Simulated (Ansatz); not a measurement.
# Al2O3 in Ansatz: the effect of functional

The system is Al2O3.

```
Al O
1.0
     4.61378    0.00000    0.00000
     0.00000    9.56328    0.00000
     0.00000    0.00000    3.11986
Al O
4 6
Cartesian
  4.5352 7.8856 0.0000
  0.0785 1.6777 0.0000
  2.2283 6.4593 1.5599
  2.3854 3.1040 1.5599
  2.3069 4.7816 1.5599
  0.5704 7.2016 1.5599
  1.7365 2.4200 0.0000
  2.8773 7.1433 0.0000
  0.0000 0.0000 0.0000
  4.0434 2.3617 1.5599
```

Measurements of this composition are mostly on another form, of space group No. 167.

Alike in all runs:

```yaml
Program: Ansatz 0.2.0
Task: band structure
Potentials_or_basis: Ansatz PAW
k_mesh: 6 × 3 × 9
Occupations: fermi-dirac, width 0.05 eV
Spin: no spin polarisation
```

Problem. One run gave: gap on the mesh 3.43 eV; pressure -2.6 GPa; largest force 0.17 eV/Å. Which functional did it use?
A. LDA
B. r2SCAN
C. PBEsol

Solution. C.

```tsv
functional	cutoff	gap on the mesh (eV)	pressure (GPa)	largest force (eV/Å)
LDA	420 eV (not typed: the program's choice for these potentials)	3.36	-6.5	0.20
PBEsol	420 eV (not typed: the program's choice for these potentials)	3.43	-2.6	0.17
r2SCAN	500 eV (not typed: the program's choice for these potentials)	4.12	-4.1	0.21
```

Caveats: the PAW data sets come from PBE, with cores solved anew for the run's functional, which leaves a small shift of forces and pressure.

